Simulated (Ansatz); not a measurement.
# CuAu under changes of volume

One of the cells (14.556 Å³/atom); the others are scaled copies at fixed shape and fractional positions:

```
Au Cu
1.0
     2.81075    0.00000    0.00000
     0.00000    2.81075    0.00000
     0.00000    0.00000    3.68500
Au Cu
1 1
Direct
  0.00000 0.00000 0.00000
  0.50000 0.50000 0.50000
```

| Property | Result |
| --- | --- |
| Program | Ansatz 0.2.0 |
| Functional | r2SCAN |
| Potentials or basis | Ansatz PAW |
| Cutoff | 500 eV (not typed: the program's choice for these potentials) |
| k mesh | 9 × 9 × 7 |
| Occupations | fermi-dirac, width 0.05 eV |
| Spin | no spin polarisation |

```tsv
volume (Å³/atom)	energy over the lowest point (meV/atom)	pressure (GPa)
13.683	?	?
13.974	11.02	6.8
14.265	2.23	3.0
14.556	0.00	-0.4
14.847	3.49	-3.3
15.139	11.97	-5.9
15.430	24.82	-8.2
```

What does the run at 13.683 Å³/atom give?

Energy over the lowest point 27.28 meV/atom; pressure 11.2 GPa.

Worked out: A Birch-Murnaghan fit of order 3 (a polynomial in V^(-2/3)) to the other rows has its minimum at 14.52 Å³/atom with B0 = V·E''(V) = 160 GPa and B' = 5.8 at fixed shape and positions, which overstates the stiffness. It gives 27.29 meV/atom at 13.683 Å³/atom, against the run's 27.28, and -dE/dV = 11.2 GPa, against 11.2.

Energies are extrapolated to zero smearing.

Caveats: the PAW data sets come from PBE, with cores solved anew for the run's functional, which leaves a small shift of forces and pressure.
